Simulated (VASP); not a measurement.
Runs of VASP 6.6.1 on TiAl. Symmetry: P-6m2, No. 187, hexagonal system. The conventional cell has a = 2.867 Å, b = 2.867 Å, c = 4.678 Å, α = 90.00°, β = 90.00°, γ = 120.00°. Ti (site symmetry -6m2) has 6 Al at 2.87 Å and 6 Ti at 2.87 Å as nearest neighbours. Al (site symmetry -6m2) has 6 Ti at 2.87 Å and 6 Al at 2.87 Å as nearest neighbours. The cell comes from a database or a generator and needn't be the stable form of this composition.

```csv
task,level,potentials or basis,cell,k mesh,cutoff (eV),mesh quality,gap on the mesh (eV),pressure (GPa),relaxed volume (Å³/atom)
single point,PBEsol,"VASP PAW PBE potentials, release 64 (Ti_sv, Al)",as given,18 × 18 × 10,520,not flagged,none,(b),-
relaxation of cell and atoms,PBEsol,"VASP PAW PBE potentials, release 64 (Ti, Al)",relaxed,18 × 18 × 10,580,not flagged,none,0.0,16.14
relaxation of cell and atoms,PBEsol,"VASP PAW PBE potentials, release 64 (Ti_sv, Al)",relaxed,6 × 6 × 4,600,coarse,none,0.0,16.20
relaxation of cell and atoms,PBEsol,"VASP PAW PBE potentials, release 64 (Ti_sv, Al)",relaxed,18 × 18 × 10,600,not flagged,none,0.0,(a)
relaxation of cell and atoms,LDA,"VASP PAW LDA potentials, release 64 (Ti_sv, Al)",relaxed,18 × 18 × 10,600,not flagged,none,0.0,15.73
```

Alike in all rows: no spin polarisation; smearing gaussian 0.1 eV.

**Question.** Estimate the missing entries.

**Answer.** (a) 16.22; (b) -2.9.

Caveats: some runs use coarse meshes; the PAW data sets were made with another functional, which shifts forces and pressure a little (some runs).

A gap of «none» marks a metal or a gap under the smearing width.

The runs don't all hold the same shells in valence.

Runs at the PBE level aren't shown here.
